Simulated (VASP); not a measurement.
# SnO2 (Cassiterite) (P4_2/mnm) in VASP: further runs, part 2 of 3

VASP 6.6.1. Earlier steps stand in the parts before.

## Step 4: Phonons, r2SCAN

This run uses another cell than the first one, of 12.13 Å³/atom, 1.019 times its volume.

POSCAR

```
SnO2
1.0
    4.7641629647      0.0000000000      0.0000000000
   -0.0000000000      4.7641629647      0.0000000000
    0.0000000000      0.0000000000      3.2076313344
  Sn              O
     2     4
Direct
     1.0000000000000000    1.0000000000000000    1.0000000000000000
     0.5000000000000000    0.5000000000000000    0.5000000000000000
     0.3058506899403314    0.3058506899403314    1.0000000000000000
     0.1941493100596686    0.8058506899403314    0.5000000000000000
     0.6941493100596686    0.6941493100596686    0.0000000000000000
     0.8058506899403314    0.1941493100596686    0.5000000000000000
```

INCAR.step1

```
PREC = Accurate
ENCUT = 600
EDIFF = 1E-8
ISMEAR = 0
SIGMA = 0.03
LREAL = False
LASPH = True
NELM = 80
ALGO = Normal
ISIF = 3
LWAVE = False
LCHARG = False
METAGGA = R2SCAN
LMIXTAU = True
KPAR = 2
IBRION = 2
NSW = 40
EDIFFG = -0.002
```

INCAR.step2

```
PREC = Accurate
ENCUT = 600
EDIFF = 1E-8
ISMEAR = 0
SIGMA = 0.03
LREAL = False
LASPH = True
NELM = 80
ALGO = Normal
ISIF = 2
LWAVE = False
LCHARG = False
METAGGA = R2SCAN
LMIXTAU = True
KPAR = 2
IBRION = 6
NFREE = 2
POTIM = 0.015
NSW = 1
```

KPOINTS

```
regular mesh
0
Gamma
  6 6 8
```

Potentials or basis: VASP PAW PBE potentials, release 64 (Sn_d, O).

Command:

```console
> cat potpaw_PBE.64/Sn_d/POTCAR potpaw_PBE.64/O/POTCAR > POTCAR
> cp INCAR.step1 INCAR
> mpirun -np 2 vasp_std > vasp.out
> cp CONTCAR POSCAR
> cp INCAR.step2 INCAR
> mpirun -np 2 vasp_std > vasp.out
```

OUTCAR:

```text
PREC = Accurate
   ENCUT = 600
   EDIFF = 1E-8
   ISMEAR = 0
   LREAL = False
   LASPH = True
   NELM = 80
   ISIF = 2
   METAGGA = R2SCAN
   IBRION = 6
   NFREE = 2
   POTIM = 0.015
   NSW = 1

 ion  position               nearest neighbor table
   1  0.000  0.000  0.000-   3 2.06   5 2.06   4 2.07   6 2.07   4 2.07   6 2.07   2 3.73   2 3.73
                             2 3.73   2 3.73   2 3.73   2 3.73   2 3.73   2 3.73
   2  0.500  0.500  0.500-   4 2.06   6 2.06   5 2.07   3 2.07   3 2.07   5 2.07   1 3.73   1 3.73
                             1 3.73   1 3.73   1 3.73   1 3.73   1 3.73   1 3.73
   3  0.306  0.306  0.000-   1 2.06   2 2.07   2 2.07
   4  0.194  0.806  0.500-   2 2.06   1 2.07   1 2.07
   5  0.694  0.694  0.000-   1 2.06   2 2.07   2 2.07
   6  0.806  0.194  0.500-   2 2.06   1 2.07   1 2.07

  LATTYP: Found a simple tetragonal cell.
 ALAT       =     4.7642912128
 C/A-ratio  =     0.6731825090

  Lattice vectors:

 A1 = (   4.7642912128,   0.0000000000,   0.0000000000)
 A2 = (   0.0000000000,   4.7642912128,   0.0000000000)
[... 1381 lines left out ...]
 INTERNAL STRAIN TENSORS FROM DISPLACED ATOMS
 ============================================

 INTERNAL STRAIN TENSOR FOR ION    1 for displacements in x,y,z  (eV/Angst):
          X           Y           Z          XY          YZ          ZX
  --------------------------------------------------------------------------------
  x     0.00000     0.00000     0.00000     0.00000     0.00000     0.00000
  y     0.00000     0.00000     0.00000     0.00000     0.00000     0.00000
  z     0.00000     0.00000     0.00000     0.00000     0.00000     0.00000

 INTERNAL STRAIN TENSOR FOR ION    6 for displacements in x,y,z  (eV/Angst):
          X           Y           Z          XY          YZ          ZX
  --------------------------------------------------------------------------------
  x     1.81227     0.74270     4.88066     2.25004     0.00000     0.00000
  y    -0.74270    -1.81227    -4.88066    -2.25017     0.00000     0.00000
  z     0.00000     0.00000     0.00000     0.00000    -5.28726     5.28747

 Eigenvectors and eigenvalues of the dynamical matrix
 ----------------------------------------------------

   1 f  =   22.950412 THz   144.201689 2PiTHz  765.543327 cm-1    94.915233 meV
             X         Y         Z           dx          dy          dz
      0.000000  0.000000  0.000000    -0.000000   -0.000000   -0.000000
      2.382146  2.382146  1.603619    -0.000000   -0.000000    0.000000
      1.457156  1.457156  0.000000    -0.353553   -0.353553   -0.000000
      0.924990  3.839301  1.603619    -0.353553    0.353553   -0.000000
      3.307135  3.307135  0.000000     0.353553    0.353553   -0.000000
      3.839301  0.924990  1.603619     0.353553   -0.353553   -0.000000
[... 145 lines left out ...]
  18 f/i=    0.071507 THz     0.449290 2PiTHz    2.385208 cm-1     0.295728 meV
             X         Y         Z           dx          dy          dz
      0.000000  0.000000  0.000000    -0.605441    0.157065    0.000000
      2.382146  2.382146  1.603619    -0.604943    0.155134    0.000000
      1.457156  1.457156  0.000000    -0.227034    0.060748    0.000000
      0.924990  3.839301  1.603619    -0.225825    0.056059    0.000000
      3.307135  3.307135  0.000000    -0.227034    0.060748    0.000000
      3.839301  0.924990  1.603619    -0.225825    0.056059    0.000000

 ELASTIC MODULI CONTR FROM IONIC RELAXATION (kBar)
 Direction    XX          YY          ZZ          XY          YZ          ZX
 --------------------------------------------------------------------------------
 XX         -73.8419     49.2112    -47.0511     -0.0000      0.0000      0.0000
 YY          49.2112    -73.8419    -47.0511      0.0000     -0.0000     -0.0000
 ZZ         -47.0511    -47.0511   -179.7597     -0.0000     -0.0000     -0.0000
 XY          -0.0000      0.0000      0.0000    -25.8511      0.0000      0.0000
 YZ           0.0000     -0.0000     -0.0000      0.0000   -190.1787      0.0000
 ZX           0.0000     -0.0000     -0.0000      0.0000      0.0000   -190.1942
 --------------------------------------------------------------------------------
```

OSZICAR.step1:

```text
N       E                     dE             d eps       ncg     rms          rms(c)
DAV:   1     0.650996608440E+03    0.65100E+03   -0.29250E+04  3343   0.292E+03
DAV:   2     0.873565016126E+01   -0.64226E+03   -0.61878E+03  3452   0.751E+02
DAV:   3    -0.974553055128E+02   -0.10619E+03   -0.10393E+03  3471   0.245E+02
[... 29 lines left out ...]
DAV:   4    -0.846462076547E+02   -0.39418E-06   -0.69121E-07  4042   0.767E-03    0.592E-04
DAV:   5    -0.846462078500E+02   -0.19526E-06   -0.19297E-07  3331   0.452E-03    0.420E-04
DAV:   6    -0.846462079561E+02   -0.10610E-06   -0.57109E-08  2851   0.227E-03    0.178E-04
DAV:   7    -0.846462079902E+02   -0.34098E-07   -0.73204E-09  2131   0.830E-04    0.111E-04
DAV:   8    -0.846462080004E+02   -0.10213E-07   -0.29158E-09  2082   0.529E-04    0.525E-05
DAV:   9    -0.846462079948E+02    0.56043E-08   -0.15630E-09  1830   0.404E-04
   2 F= -.84646208E+02 E0= -.84646208E+02  d E =-.104535E-06
```

Wall time 31 min (2 MPI ranks of Intel Xeon 6975P-C (Granite Rapids), shared host); peak memory 0.47 GiB.

What came out:

```
Highest phonon frequency at Γ, LO-TO splitting left out : 766 cm⁻¹
```

Phonon frequencies in cm⁻¹ (negative: imaginary):
```
              q point                                                          frequencies
(0.000, 0.000, 0.000)  -2 -2 0 118 152 242 242 287 287 373 464 469 469 567 605 605 630 766
```

Caveat: the PAW data sets were made with another functional, which shifts forces and pressure a little.

## Step 5: Phonons, PBEsol

This run uses another cell than the first one, of 12.20 Å³/atom, 1.025 times its volume.

POSCAR

```
SnO2
1.0
    4.7714001542      0.0000000000      0.0000000000
   -0.0000000000      4.7714001542      0.0000000000
    0.0000000000      0.0000000000      3.2165924293
  Sn              O
     2     4
Direct
     0.0000000000000000    0.0000000000000000    0.0000000000000000
     0.5000000000000000    0.5000000000000000    0.5000000000000000
     0.3062614077595441    0.3062614077595441    0.0000000000000000
     0.1937385922404559    0.8062614077595440    0.5000000000000000
     0.6937385922404560    0.6937385922404560    0.0000000000000000
     0.8062614077595440    0.1937385922404559    0.5000000000000000
```

INCAR.step1

```
SYSTEM = SnO2
ALGO = Fast
EDIFF = 1E-8
EDIFFG = -0.002
ENCUT = 600
GGA = PS
IBRION = 2
ISIF = 3
ISMEAR = 0
KPAR = 2
LASPH = .TRUE.
LCHARG = .FALSE.
LREAL = .FALSE.
LWAVE = .FALSE.
NELM = 80
NSW = 40
PREC = Accurate
SIGMA = 0.03
```

INCAR.step2

```
SYSTEM = SnO2
ALGO = Fast
EDIFF = 1E-8
ENCUT = 600
GGA = PS
IBRION = 6
ISIF = 2
ISMEAR = 0
KPAR = 2
LASPH = .TRUE.
LCHARG = .FALSE.
LREAL = .FALSE.
LWAVE = .FALSE.
NELM = 80
NFREE = 2
NSW = 1
POTIM = 0.015
PREC = Accurate
SIGMA = 0.03
```

KPOINTS

```
k-points
0
G
  6 6 8
  0 0 0
```

Potentials or basis: VASP PAW PBE potentials, release 64 (Sn_d, O).

Command:

```console
> cat potpaw_PBE.64/Sn_d/POTCAR potpaw_PBE.64/O/POTCAR > POTCAR
> cp INCAR.step1 INCAR
> mpirun -np 2 vasp_std > vasp.out
> cp CONTCAR POSCAR
> cp INCAR.step2 INCAR
> mpirun -np 2 vasp_std > vasp.out
```

OUTCAR:

```text
SYSTEM = SnO2
   EDIFF = 1E-8
   ENCUT = 600
   GGA = PS
   IBRION = 6
   ISIF = 2
   ISMEAR = 0
   LASPH = .TRUE.
   LREAL = .FALSE.
   NELM = 80
   NFREE = 2
   NSW = 1
   POTIM = 0.015
   PREC = Accurate

 ion  position               nearest neighbor table
   1  0.000  0.000  0.000-   3 2.07   5 2.07   4 2.07   6 2.07   4 2.07   6 2.07   2 3.74   2 3.74
                             2 3.74   2 3.74   2 3.74   2 3.74   2 3.74   2 3.74
   2  0.500  0.500  0.500-   4 2.07   6 2.07   5 2.07   3 2.07   3 2.07   5 2.07   1 3.74   1 3.74
                             1 3.74   1 3.74   1 3.74   1 3.74   1 3.74   1 3.74
   3  0.306  0.306  0.000-   1 2.07   2 2.07   2 2.07
   4  0.194  0.806  0.500-   2 2.07   1 2.07   1 2.07
   5  0.694  0.694  0.000-   1 2.07   2 2.07   2 2.07
   6  0.806  0.194  0.500-   2 2.07   1 2.07   1 2.07

  LATTYP: Found a simple tetragonal cell.
 ALAT       =     4.7713007433
 C/A-ratio  =     0.6740495404

  Lattice vectors:

 A1 = (   4.7713007433,   0.0000000000,   0.0000000000)
 A2 = (   0.0000000000,   4.7713007433,   0.0000000000)
 A3 = (   0.0000000000,   0.0000000000,   3.2160930731)

Analysis of symmetry for initial positions (statically):
=====================================================================
 Subroutine PRICEL returns:
 Original cell was already a primitive cell.

 Routine SETGRP: Setting up the symmetry group for a
 simple tetragonal supercell.

 Subroutine GETGRP returns: Found 16 space group operations
 (whereof  8 operations were pure point group operations)
 out of a pool of 16 trial point group operations.

The static configuration has the point symmetry D_2h.
[... 505 lines left out ...]

 E-fermi :   5.9393     XC(G=0): -11.4141

 val. band max:        5.7494142702   @ k =   0.0000   0.0000   0.0000
 cond. band min:       6.6358123547   @ k =   0.0000   0.0000   0.0000
 fundamental gap:      0.8863980845
 Fermi energy:         5.9392968271

 k-point     1 :       0.0000    0.0000    0.0000
  band No.  band energies     occupation
      1     -15.2493      2.00000
      2     -14.5031      2.00000
      3     -14.2652      2.00000
      4     -14.2403      2.00000
      5     -14.2398      2.00000
      6     -14.1722      2.00000
[... 805 lines left out ...]
     30      14.2006      0.00000
     31      14.9203      0.00000

 [... further k-points ...]
[... 5 lines left out ...]
  --------------------------------------------------------------------------------------
  -------------------------------------------------------------------------------------
  Total        0.0135671      0.0135671      0.0059688      0.0023223     -0.0755013     -0.0755012
  in kB        0.2968901      0.2968901      0.1306161      0.0508196     -1.6522005     -1.6521983
  external PRESSURE =       0.2414654 kB  Pullay stress =       0.0000000 kB
[... 21 lines left out ...]
  FREE ENERGIE OF THE ION-ELECTRON SYSTEM (eV)
  ---------------------------------------------------
  free  energy   TOTEN  =       -39.6780840975 eV

  energy  without entropy=      -39.6780840975  energy(sigma->0) =      -39.67808410

 INTERNAL STRAIN TENSORS FROM DISPLACED ATOMS
 ============================================

 INTERNAL STRAIN TENSOR FOR ION    1 for displacements in x,y,z  (eV/Angst):
          X           Y           Z          XY          YZ          ZX
  --------------------------------------------------------------------------------
  x     0.00000     0.00000     0.00000     0.00000     0.00000     0.00000
  y     0.00000     0.00000     0.00000     0.00000     0.00000     0.00000
  z     0.00000     0.00000     0.00000     0.00000     0.00000     0.00000

 INTERNAL STRAIN TENSOR FOR ION    6 for displacements in x,y,z  (eV/Angst):
          X           Y           Z          XY          YZ          ZX
  --------------------------------------------------------------------------------
  x     1.74564     0.83098     4.65498     2.07830     0.00000     0.00000
  y    -0.83098    -1.74564    -4.65498    -2.07830     0.00000     0.00000
  z     0.00000     0.00000     0.00000     0.00000    -5.03320     5.03319

 Eigenvectors and eigenvalues of the dynamical matrix
 ----------------------------------------------------

   1 f  =   21.992601 THz   138.183589 2PiTHz  733.594212 cm-1    90.954049 meV
             X         Y         Z           dx          dy          dz
      0.000000  0.000000  0.000000    -0.000000   -0.000000    0.000000
      2.385650  2.385650  1.608047    -0.000000   -0.000000    0.000000
      1.461237  1.461237  0.000000    -0.353553   -0.353553   -0.000000
      0.924414  3.846887  1.608047    -0.353553    0.353553    0.000000
      3.310064  3.310064  0.000000     0.353553    0.353553   -0.000000
      3.846887  0.924414  1.608047     0.353553   -0.353553    0.000000
[... 145 lines left out ...]
  18 f/i=    0.006402 THz     0.040225 2PiTHz    0.213549 cm-1     0.026477 meV
             X         Y         Z           dx          dy          dz
      0.000000  0.000000  0.000000     0.551652   -0.298555   -0.000000
      2.385650  2.385650  1.608047     0.551700   -0.298643   -0.000000
      1.461237  1.461237  0.000000     0.203044   -0.110044   -0.000000
      0.924414  3.846887  1.608047     0.202821   -0.109633   -0.000000
      3.310064  3.310064  0.000000     0.203044   -0.110044   -0.000000
      3.846887  0.924414  1.608047     0.202821   -0.109633   -0.000000

 ELASTIC MODULI CONTR FROM IONIC RELAXATION (kBar)
 Direction    XX          YY          ZZ          XY          YZ          ZX
 --------------------------------------------------------------------------------
 XX         -73.0629     46.4398    -48.0980     -0.0000      0.0000     -0.0000
 YY          46.4398    -73.0629    -48.0980     -0.0000     -0.0000      0.0000
 ZZ         -48.0980    -48.0980   -173.7898     -0.0000      0.0000     -0.0000
 XY          -0.0000      0.0000      0.0000    -23.8804      0.0000      0.0000
 YZ           0.0000     -0.0000      0.0000      0.0000   -182.4331     -0.0000
 ZX          -0.0000      0.0000     -0.0000      0.0000     -0.0000   -182.4328
 --------------------------------------------------------------------------------
```

Wall time 15 min (2 MPI ranks of Intel Xeon Platinum 8375C at 2.90GHz (Ice Lake), shared host); peak memory 0.48 GiB.

What came out:

```
Highest phonon frequency at Γ, LO-TO splitting left out : 734 cm⁻¹
```

Phonon frequencies in cm⁻¹ (negative: imaginary):
| q point | frequencies |
| --- | --- |
| (0.000, 0.000, 0.000) | 0 0 0 102 144 219 219 272 272 342 449 455 455 547 579 579 609 734 |

Caveat: the PAW data sets were made with another functional, which shifts forces and pressure a little.

(Part 2 of 3 ends here.)
